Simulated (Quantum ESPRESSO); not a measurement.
P in Quantum ESPRESSO: convergence with k mesh

P:

```
P
1.0
     1.64774   -5.46504    0.00000
     1.64774    5.46504    0.00000
     0.00000    0.00000    4.54364
P
4
Direct
  0.90414 0.09586 0.58882
  0.09586 0.90414 0.41118
  0.59586 0.40414 0.08882
  0.40414 0.59586 0.91118
```

```yaml
Program: Quantum ESPRESSO 7.5
Task: single point
Functional: PBE
Potentials_or_basis: SPMS 1.0 PBE
Cutoff: 544 eV
Density_cutoff: 2177 eV
k_mesh: 1 × 1 × 1
Occupations: methfessel-paxton, width 0.136 eV
Spin: no spin polarisation
```

These are the settings of the first run; the series varies k mesh, with any setting tied to it.

Hardware: 1 thread of Arm Neoverse V2 (shared host).

**Question.** The values tried are 1 × 1 × 1, 2 × 2 × 2, 4 × 4 × 3, 5 × 5 × 4, 6 × 6 × 4, 7 × 7 × 5, 8 × 8 × 6, 10 × 10 × 7, 11 × 11 × 8, loosest first. From which on does the energy stay within 1 meV/atom of the tightest run that finished?

**Answer.** From 8 × 8 × 6 on.

```
     k mesh  energy less the tightest run, at zero smearing (meV/atom)  pressure (GPa)  largest force (eV/Å)  SCF cycles  CPU time (s)  peak memory (GiB)
  1 × 1 × 1                                                    1220.13            7.86                 2.895           9           1.3               0.05
  2 × 2 × 2                                                     302.82            4.06                 0.669           8           4.7               0.05
  4 × 4 × 3                                                      32.47            2.24                 0.324           9            12               0.05
  5 × 5 × 4                                                       9.19            2.15                 0.346           9            22               0.06
  6 × 6 × 4                                                       4.52            2.10                 0.355           9            30               0.07
  7 × 7 × 5                                                       1.85            2.06                 0.350          10            41               0.07
  8 × 8 × 6                                                       0.75            2.04                 0.352           9            66               0.09
10 × 10 × 7                                                       0.13            2.04                 0.353          10           100               0.12
11 × 11 × 8                                                       0.00            2.03                 0.353          10           150               0.15
```

Against the tightest run, the pressure stays within 0.1 GPa from 6 × 6 × 4 on; the largest force stays within 0.005 eV/Å from 6 × 6 × 4 on. Meshes of other sizes hit other points, so gaps and Fermi surfaces needn't settle smoothly. The tightest run that finished is the yardstick and may itself not be fully converged.

Caveat, for the tightest run too: this smearing can shift energies of a crystal with a gap; an odd mesh through Γ misses points on the zone boundary, where band edges often lie.
